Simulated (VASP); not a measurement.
CsI (CsCl type): the cohesive energy from VASP (plane waves, PAW) at several levels of theory. Atoms are spin-polarised in a large box without symmetry, with the spin fixed by Hund's rule, and may not be in the lowest state of each functional; no zero-point energy is added. Spin-orbit coupling is left out, which shifts such energies by up to tenths of an eV for the heavy elements here.

```json
[
 {"level": "PBE", "cohesive energy (eV/atom)": "2.56", "error against measurement": "-7.4 %"},
 {"level": "PBEsol", "cohesive energy (eV/atom)": "2.71", "error against measurement": "-1.7 %"},
 {"level": "r2SCAN", "cohesive energy (eV/atom)": "2.73", "error against measurement": "-1.1 %"},
 {"level": "HSE06", "cohesive energy (eV/atom)": "2.58", "error against measurement": "-6.4 %"}
]
```

Measured: 2.76 eV/atom at 0 K (as given by CRC Handbook of Chemistry and Physics, Standard Thermodynamic Properties of Chemical Substances; atomisation enthalpy at 298 K (2.746) less the gas atoms' H298-H0 (0.064), plus the solid's thermal (0.068) and zero-point (0.009) energy from a Debye model with theta = 96 K fitted to S(298) = 123.1 J/(mol K); atoms in their measured spin-orbit ground levels; the uncertainty is an estimate of this correction alone).

The cell of the PBE run:

```
CELL_PARAMETERS angstrom
      4.67162     0.00000     0.00000
      0.00000     4.67162     0.00000
      0.00000     0.00000     4.67162
ATOMIC_POSITIONS crystal
  Cs 0.00000 0.00000 0.00000
  I  0.50000 0.50000 0.50000
```

Only levels that ran to the end are used. Left out are those held back, those with too coarse a band path, GW runs whose mesh misses a band edge, hybrids' fits of cells that aren't cubic and levels without matching references; a question may draw on a part of the rest.
